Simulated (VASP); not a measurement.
# WS2 in VASP: a series of runs, part 2 of 2

VASP 6.6.1. The steps go on from the part before.

## 4. Single point, LDA

This run uses another cell than the first one, of 44.23 Å³/atom, 1.360 times its volume.

File INCAR:

```
SYSTEM = WS2
PREC = Accurate
ENCUT = 460
EDIFF = 1E-7
ISMEAR = 0
SIGMA = 0.05
LREAL = .False.
LASPH = .True.
NELM = 120
ALGO = Normal
ISIF = 2
LWAVE = .False.
LCHARG = .False.
LDIPOL = .True.
IDIPOL = 3
DIPOL = 0.5 0.5 0.500
NBANDS = 24
LVHAR = .True.
LVACPOTAV = .True.
```

File KPOINTS:

```
regular mesh
0
Gamma
  10 10 1
  0 0 0
```

File POSCAR:

```
WS2
1.0
    3.1835163600      0.0000000000      0.0000000000
   -1.5917581800      2.7570060400      0.0000000000
    0.0000000000      0.0000000000     15.1189236211
S W
2 1
Direct
    0.3333333333      0.6666666667      0.3968536485
    0.3333333333      0.6666666667      0.6031463515
    0.0000000000      0.0000000000      0.5000000000
```

Potentials or basis: VASP PAW LDA potentials, release 64 (S, W_sv).

On the command line:

```bash
$ cat potpaw_LDA.64/S/POTCAR potpaw_LDA.64/W_sv/POTCAR > POTCAR
$ mpirun -np 1 vasp_std > vasp.out
```

OUTCAR:

```text
SYSTEM = WS2
   PREC = Accurate
   ENCUT = 460
   EDIFF = 1E-7
   ISMEAR = 0
   LREAL = .False.
   LASPH = .True.
   NELM = 120
   ISIF = 2

 Found     14 irreducible k-points:

 Following reciprocal coordinates:
            Coordinates               Weight
  0.000000  0.000000  0.000000      1.000000
  0.100000  0.000000  0.000000      6.000000
  0.200000  0.000000  0.000000      6.000000
  0.300000  0.000000  0.000000      6.000000
  0.400000 -0.000000  0.000000      6.000000
  0.500000  0.000000  0.000000      3.000000
   k-points           NKPTS =     14   k-points in BZ     NKDIM =     14   number of bands    NBANDS=     24
   number of dos      NEDOS =    301   number of ions     NIONS =      3
   total plane-waves  NPLWV =  62208
   dimension x,y,z NGX =    24 NGY =   24 NGZ =  108
   dimension x,y,z NGXF=    48 NGYF=   48 NGZF=  216
   ions per type =               2   1
   NGX,Y,Z   is equivalent  to a cutoff of  12.53, 12.53, 11.88 a.u.
   NGXF,Y,Z  is equivalent  to a cutoff of  25.07, 25.07, 23.75 a.u.
 SYSTEM =  WS2
   PREC   = accura    normal or accurate (medium, high low for compatibility)
   ISTART =      0    job   : 0-new  1-cont  2-samecut
   ICHARG =      2    charge: 1-file 2-atom 10-const
   ISPIN  =      1    spin polarized calculation?
   LNONCOLLINEAR =      F non collinear calculations
   LSORBIT =      F    spin-orbit coupling
   LASPH  =      T    aspherical Exc in radial PAW
   ENCUT  =  460.0 eV  33.81 Ry    5.81 a.u.   5.57  5.57 26.44*2*pi/ulx,y,z
   NELM   =    120;   NELMIN=  2; NELMDL= -5     # of ELM steps
   EDIFF  = 0.1E-06   stopping-criterion for ELM
   LREAL  =      F    real-space projection
   EDIFFG = 0.1E-05   stopping-criterion for IOM
   NSW    =      0    number of steps for IOM
   IBRION =     -1    ionic relax: 0-MD 1-quasi-New 2-CG
   NFREE  =      0    steps in history (QN), initial steepest desc. (CG)
   ISIF   =      2    stress and relaxation
   ISYM   =      2    0-nonsym 1-usesym 2-fastsym
   POTIM  = 0.5000    time-step for ionic-motion
   TEBEG  =    0.0;   TEEND  =   0.0 temperature during run
   PSTRESS=    0.0 pullay stress
   NELECT =      26.0000    total number of electrons
   NUPDOWN=      -1.0000    fix difference up-down
   EMIN   =  10.00;   EMAX   =-10.00  energy-range for DOS
   EFERMI =   0.00;   METHOD = LEGACY
   ISMEAR =     0;   SIGMA  =   0.05  broadening in eV -4-tet -1-fermi 0-gaus
   EFERMI_NEDOS =   21; number of points for ismear=-14 and -15
   IALGO  =     38    algorithm
   IMIX   =      4    mixing-type and parameters
     AMIX     =   0.40;   BMIX     =  1.00
     AMIX_MAG =   1.60;   BMIX_MAG =  1.00
  volume/ion in A,a.u.               =      44.23       298.50
  Fermi-wavevector in a.u.,A,eV,Ry     =   0.950847  1.796841 12.301168  0.904110
  Thomas-Fermi vector in A             =   2.079262
   LORBIT       =      0    0 simple, 1 ext, 2 COOP (PROOUT), +10 PAW based schemes
   GGA     = CA    functional components
   LHFCALC =     F    Hartree Fock is set to
   AEXX    =    0.0000 exact exchange contribution
   IVDW    =     0    specifies the selected vdW correction
   LEPSILON=     F    determine dielectric tensor
   LRPA    =     F    only Hartree local field effects (RPA)
 non-spin polarized calculation
 Gauss-broadening in eV      SIGMA  =   0.05
  energy-cutoff  :      460.00
  volume of cell :      132.70
 maximum number of plane-waves:      3029
 NGX is ok and might be reduce to    24
   NGX = 11   NGY = 11   NGZ = 53

 number of electron      25.9999997 magnetization

 dipolmoment           0.000000      0.000000      0.000000 electrons x Angstroem

 Free energy of the ion-electron system (eV)
  ---------------------------------------------------
  ext. energy  EPLUGINS =         0.00000000
  ---------------------------------------------------
  free energy    TOTEN  =       -26.11633754 eV

  energy without entropy =      -26.11633754  energy(sigma->0) =      -26.11633754

 E-fermi :  -0.4884     XC(G=0):  -5.1908

 val. band max:       -0.9040473406   @ k =   0.0000   0.0000   0.0000
 cond. band min:       1.0851603418   @ k =   0.3000   0.3000   0.0000
 fundamental gap:      1.9892076824
 Fermi energy:        -0.4883595775

 k-point     1 :       0.0000    0.0000    0.0000
  band No.  band energies     occupation
      1     -74.4384      2.00000
      2     -38.9461      2.00000
      3     -38.7870      2.00000
      4     -38.7870      2.00000
      5     -15.5605      2.00000
      6     -13.8795      2.00000
[... 16 lines left out ...]
     23       8.4907      0.00000
     24       9.7286      0.00000

 k-point     2 :       0.1000    0.0000    0.0000
  band No.  band energies     occupation
      1     -74.4367      2.00000
      2     -38.9401      2.00000
      3     -38.8202      2.00000
      4     -38.7947      2.00000
      5     -15.3951      2.00000
      6     -13.8209      2.00000
[... 16 lines left out ...]
     23       8.6492      0.00000
     24       8.9895      0.00000

 k-point     3 :       0.2000    0.0000    0.0000
  band No.  band energies     occupation
      1     -74.4324      2.00000
      2     -38.9245      2.00000
      3     -38.9063      2.00000
      4     -38.8149      2.00000
      5     -14.9356      2.00000
      6     -13.6589      2.00000
[... 16 lines left out ...]
     23       8.5553      0.00000
     24       9.3347      0.00000

 k-point     4 :       0.3000    0.0000    0.0000
  band No.  band energies     occupation
      1     -74.4271      2.00000
      2     -39.0109      2.00000
      3     -38.9051      2.00000
      4     -38.8396      2.00000
      5     -14.2957      2.00000
      6     -13.4382      2.00000
[... 16 lines left out ...]
     23       9.0866      0.00000
     24       9.7819      0.00000

 k-point     5 :       0.4000   -0.0000    0.0000
  band No.  band energies     occupation
      1     -74.4227      2.00000
      2     -39.0942      2.00000
      3     -38.8894      2.00000
      4     -38.8596      2.00000
      5     -13.6866      2.00000
      6     -13.2383      2.00000
[... 16 lines left out ...]
     23       9.4462      0.00000
     24       9.6534      0.00000

 k-point     6 :       0.5000    0.0000    0.0000
  band No.  band energies     occupation
      1     -74.4211      2.00000
      2     -39.1257      2.00000
      3     -38.8834      2.00000
      4     -38.8672      2.00000
      5     -13.4202      2.00000
      6     -13.1557      2.00000
[... 16 lines left out ...]
     23       9.4786      0.00000
     24       9.8351      0.00000

 [... further k-points ...]

------------------------ aborting loop because EDIFF is reached ----------------------------------------

  FORCE on cell =-STRESS in cart. coord.  units (eV):
  Direction    XX          YY          ZZ          XY          YZ          ZX
  --------------------------------------------------------------------------------------
  -------------------------------------------------------------------------------------
  Total       -2.1459591     -2.1459591     -1.1480463      0.0000000      0.0000000      0.0000000
  in kB      -25.9099367    -25.9099367    -13.8613112      0.0000000      0.0000000      0.0000000
  external PRESSURE =     -21.8937282 kB  Pullay stress =       0.0000000 kB

 VOLUME and BASIS-vectors are now :
 -----------------------------------------------------------------------------
  energy-cutoff  :      460.00
  volume of cell :      132.70
      direct lattice vectors                 reciprocal lattice vectors
     3.183516360  0.000000000  0.000000000     0.314118065  0.181356150  0.000000000
    -1.591758180  2.757006040  0.000000000     0.000000000  0.362712299  0.000000000
     0.000000000  0.000000000 15.118923621     0.000000000  0.000000000  0.066142275

 POSITION                                       TOTAL-FORCE (eV/Angst)
 -----------------------------------------------------------------------------------
     -0.00000      1.83800      6.00000        -0.000000      0.000000      0.358039
     -0.00000      1.83800      9.11892        -0.000000     -0.000000     -0.358039
      0.00000      0.00000      7.55946         0.000000     -0.000000      0.000000
 -----------------------------------------------------------------------------------
    total drift:                                0.000000     -0.000000     -0.000000

  FREE ENERGIE OF THE ION-ELECTRON SYSTEM (eV)
  ---------------------------------------------------
  free  energy   TOTEN  =       -26.1163375445 eV

  energy  without entropy=      -26.1163375445  energy(sigma->0) =      -26.11633754

 vacuum level on the upper side and lower side of the slab         5.078         5.078
```

stdout:

```text
POSCAR found type information on POSCAR S W
 POSCAR found :  2 types and       3 ions
 scaLAPACK will be used
 LDA part: xc-table for (Slater(with rela. corr.)+CA(PZ))
 , standard interpolation
 POSCAR, INCAR and KPOINTS ok, starting setup
 FFT: planning ... GRIDC
 FFT: planning ... GRID_SOFT
 FFT: planning ... GRID
 WAVECAR not read
 entering main loop
 -----------------------------------------------------------------------------
|                                                                             |
|           W    W    AA    RRRRR   N    N  II  N    N   GGGG   !!!           |
|           W    W   A  A   R    R  NN   N  II  NN   N  G    G  !!!           |
|           W    W  A    A  R    R  N N  N  II  N N  N  G       !!!           |
|           W WW W  AAAAAA  RRRRR   N  N N  II  N  N N  G  GGG   !            |
|           WW  WW  A    A  R   R   N   NN  II  N   NN  G    G                |
|           W    W  A    A  R    R  N    N  II  N    N   GGGG   !!!           |
|                                                                             |
|     Did not find any points to average over, which means that no vacuum     |
|     field-free region was found. Please increase the size of  your cell     |
|     in the dimension of the dipole correction to obtain accurate            |
|     workfunction values.                                                    |
|                                                                             |
 -----------------------------------------------------------------------------
```

It took 33 s on 1 thread of AMD EPYC 9R14 (Zen 4), shared host; peak memory 0.17 GiB.

The run converged, but some of its settings lie outside the range that counts as converged, so its numbers aren't taken as properties of the slab.

Results:

| Item | Value |
| --- | --- |
| Free energy | -26.1163 eV |
| Largest force | 0.358 eV/Å |
| Band gap on the k mesh | 1.99 eV, indirect (least direct gap 2.15 eV) |
| Ionisation potential of the upper face | 5.98 eV |

Caveat: spin-orbit coupling is left out, which moves the levels of the heavy elements.
